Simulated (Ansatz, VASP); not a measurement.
# KMgF3 in VASP and in Ansatz

File INCAR:

```
PREC = Accurate
ENCUT = 520
EDIFF = 1E-8
ISMEAR = -1
SIGMA = 0.03
LREAL = False
LASPH = True
NELM = 60
ALGO = Normal
ISIF = 2
LWAVE = False
LCHARG = False
GGA = PE
LEFG = True
NBANDS = 24
```

KPOINTS

```
regular mesh
0
Gamma
  6 6 6
```

File POSCAR:

```
KMgF3
1.0
    3.9859000000      0.0000000000      0.0000000000
    0.0000000000      3.9859000000      0.0000000000
    0.0000000000      0.0000000000      3.9859000000
K Mg F
1 1 3
Direct
    0.5000000000      0.5000000000      0.5000000000
    0.0000000000      0.0000000000      0.0000000000
    0.5000000000      0.0000000000      0.0000000000
    0.0000000000      0.5000000000      0.0000000000
    0.0000000000      0.0000000000      0.5000000000
```

Input for Ansatz:

```yaml
crystal:
  lattice:
    - [3.9859, 0.0, 0.0]
    - [0.0, 3.9859, 0.0]
    - [0.0, 0.0, 3.9859]
  atoms:
    - { symbol: K, position: [0.5, 0.5, 0.5] }
    - { symbol: Mg, position: [0.0, 0.0, 0.0] }
    - { symbol: F, position: [0.5, 0.0, 0.0] }
    - { symbol: F, position: [0.0, 0.5, 0.0] }
    - { symbol: F, position: [0.0, 0.0, 0.5] }
kpoints:
  mp_grid: { grid: [6, 6, 6] }
  band_path:
    path:
      - [0.0, 0.0, 0.0]
      - [0.0, 0.5, 0.0]
      - [0.5, 0.5, 0.0]
      - [0.0, 0.0, 0.0]
      - [0.5, 0.5, 0.5]
      - [0.0, 0.5, 0.0]
      - [0.5, 0.5, 0.5]
      - [0.5, 0.5, 0.0]
    npoints: 14
scf:
  occupations: { method: fermi_dirac, width: 0.03 }
hamiltonian:
  xc: pbe
  pseudopotentials: { kind: paw }
output:
  forces: true
  stress: true
  eigenvalues: true
  efg: { contact_densities: true }
  populations: true
  bader: true
  dos: { projected: true, de: 0.2, e_range: [-14, 8] }
  write_density: true
  write_potential: true
  elf: true
  volumetric_format: npy
```

Alike in both runs: task electric field gradients; functional PBE; k mesh 6 × 6 × 6; occupations fermi-dirac, width 0.03 eV; no spin polarisation.

```csv
,VASP,Ansatz
version,VASP 6.6.1,Ansatz 0.2.0
potentials or method,"VASP PAW PBE potentials, release 64 (K_sv, Mg, F)","PAW with Ansatz's default frozen-core files, scalar-relativistic"
plane-wave cutoff (eV),520,420
valence electrons in the cell,32,40
```

VASP gave:

- gap on the k mesh at the Fermi level (eV): 7.30
- pressure (GPa): 3.4
- Vzz of the field gradient on the site that differs most (V/Å²): 45.8

Question: What did Ansatz give for the same quantities?

Answer: gap on the k mesh at the Fermi level (eV): 7.33; pressure (GPa): 3.8; Vzz of the field gradient on the site that differs most (V/Å²): 46.6.

With one functional, cell and mesh, what is left measures potentials, basis and numerics. The two sets of potentials don't hold the same shells in valence.

A k mesh can miss the band edges.
